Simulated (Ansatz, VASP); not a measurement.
## Mn: VASP beside Ansatz

File INCAR:

```
PREC = Accurate
ENCUT = 520
EDIFF = 1E-6
ISMEAR = -1
SIGMA = 0.1
LREAL = F
LASPH = T
NELM = 60
ALGO = Normal
ISIF = 2
LWAVE = F
LCHARG = F
GGA = CA
NBANDS = 12
```

The input KPOINTS:

```
Automatic mesh
0
Gamma
  18 18 18
```

Contents of POSCAR:

```
Mn
1.0
   -1.3448268388      1.3448268388      1.3448268388
    1.3448268388     -1.3448268388      1.3448268388
    1.3448268388      1.3448268388     -1.3448268388
Mn
1
Direct
    0.0000000000      0.0000000000      0.0000000000
```

Input for Ansatz:

```yaml
crystal:
  lattice:
    - [-1.3448268388, 1.3448268388, 1.3448268388]
    - [1.3448268388, -1.3448268388, 1.3448268388]
    - [1.3448268388, 1.3448268388, -1.3448268388]
  atoms:
    - { symbol: Mn, position: [0.0, 0.0, 0.0] }
hamiltonian:
  xc: lda
  pseudopotentials:
    kind: paw
    azcp:
      Mn: "pseudopotentials/Mn.paw.azcp"
basis:
  ecutwfc: 420
  fft_grid_basis: typed
kpoints:
  mp_grid: { grid: [18, 18, 18], shift: [0, 0, 0] }
magnetization:
  spin_polarized: false
scf:
  occupations: { method: fermi_dirac, width: 0.1 }
  lower_state_search: "off"
output:
  stress: true
```

Alike in both runs: task single point; functional LDA; k mesh 18 × 18 × 18; occupations fermi-dirac, width 0.1 eV; no spin polarisation.

```csv
,VASP,Ansatz
version,VASP 6.6.1,Ansatz 0.2.0
potentials or method,"VASP PAW LDA potentials, release 64 (Mn_pv)","plane waves (420 eV) with PAW, scalar-relativistic"
plane-wave cutoff (eV),520,420
valence electrons in the cell,13,15
```

VASP gave:

| Quantity | Value |
| --- | --- |
| pressure (GPa) | 15.0 |

Question: What did Ansatz give for the same quantities?

Answer: Pressure (GPa): 14.5.

The two sets of potentials don't hold the same shells in valence. Ansatz warned: «pseudo_functional_mismatch».

Caveats: so large a pressure means that the cell lies far from this level's equilibrium, or that cutoff or potentials fall short (VASP); the run has no spin polarisation, though such a crystal can be magnetic. Spin polarisation is off, so any magnetic state and its effect on volume and gap are missing.
